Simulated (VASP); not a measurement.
AlP: single point with PBE

**Measured values to compare with.**

From a printed reference work, data compilation, for a bulk crystal of AlP at 4.2 K: band gap 2.505 eV (indirect).

The system is AlP.

```
Al P
1.0
     0.00000    2.72550    2.72550
     2.72550    0.00000    2.72550
     2.72550    2.72550    0.00000
Al P
1 1
Direct
  0.00000 0.00000 0.00000
  0.75000 0.75000 0.75000
```

```yaml
Program: VASP 6.6.1
Task: single point
Functional: PBE
Potentials_or_basis: VASP PAW PBE potentials, release 64 (Al, P)
Cutoff: 500 eV
k_mesh: 6 × 6 × 6
Occupations: gaussian, width 0.1 eV
Spin: no spin polarisation
Dipole_correction: no
Further_INCAR_settings: ALGO = Normal; EDIFF = 1e-06; NBANDS = 11
```

* Pressure: 2.7 GPa
* Band gap on the k mesh: 1.57 eV, indirect (least direct gap 3.35 eV)

Levels at points of the mesh, in eV from the valence-band top:
```csv
k point,band 1,band 2,band 3,band 4,band 5,band 6,band 7,band 8
"(0.00, 0.00, 0.00)",-11.53,0.00,0.00,0.00,3.35,4.57,4.57,4.57
"(0.50, 0.00, 0.00)",-9.84,-5.55,-0.77,-0.77,2.83,4.82,4.82,8.29
"(0.50, 0.50, 0.00)",-9.17,-5.33,-2.11,-2.11,1.57,2.46,11.11,11.11
```

It used 5.5 s of CPU time on 1 thread of Intel Xeon 6975P-C, on a shared host.

A measured gap of AlP is 2.505 eV (indirect; 4.2 K; a printed reference work, data compilation); the calculated 1.57 eV misses it by -0.94 eV. The value is that of PBE on a finite k mesh, which can miss the band edges, without temperature or zero-point motion. Semilocal functionals fall short of measured gaps as a rule.
